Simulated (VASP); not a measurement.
Set up this calculation in VASP 6.6.1, as the native input.

```
Task                   : single point
Functional             : PBE
Potentials or basis    : VASP PAW PBE potentials, release 64 (Al)
Cutoff                 : 520 eV
k mesh                 : 9 × 9 × 4
Occupations            : gaussian, width 0.1 eV
Spin                   : no spin polarisation
Dipole correction      : no
Further INCAR settings : ALGO = Fast; EDIFF = 1e-06; NBANDS = 10
```

The structure of Al lies in POSCAR:

```
Al
1.0
    2.8633495052      0.0000000000      0.0000000000
   -1.4316747526      2.4797334114      0.0000000000
    0.0000000000      0.0000000000      4.6758497419
Al
2
Direct
    0.3333333333      0.6666666667      0.2500000000
    0.6666666667      0.3333333333      0.7500000000
```

This isn't the form of Al at room conditions, which is fcc.

The input as run:

INCAR

```
SYSTEM = Al
PREC     = Accurate       ! precision mode
ENCUT    = 520            ! plane-wave cutoff, eV
EDIFF    = 1E-6           ! SCF threshold, eV
ISMEAR   = 0              ! smearing method
SIGMA    = 0.1            ! smearing width, eV
LREAL    = .FALSE.        ! projectors in reciprocal space
LASPH    = .TRUE.         ! aspherical terms in the spheres
NELM     = 100            ! most SCF steps
ALGO     = Fast           ! electronic algorithm
ISIF     = 2              ! what is computed and relaxed
LWAVE    = .FALSE.        ! write WAVECAR
LCHARG   = .FALSE.        ! write CHGCAR
GGA      = PE             ! functional
NBANDS   = 10             ! bands
```

KPOINTS

```
Automatic mesh
0
G
  9 9 4
  0 0 0
```

Potentials or basis: VASP PAW PBE potentials, release 64 (Al).

Command:

```console
$ cat potpaw_PBE.64/Al/POTCAR > POTCAR
$ mpirun -np 1 vasp_std > vasp.out
```

It gave:

The pressure is 0.2 GPa and the band gap on the k mesh is none (metal or under the smearing width).

Wall time 5 s on 1 thread of Intel(R) Xeon(R) Platinum 8488C (Sapphire Rapids), with other jobs on the host, peak memory 0.14 GiB.
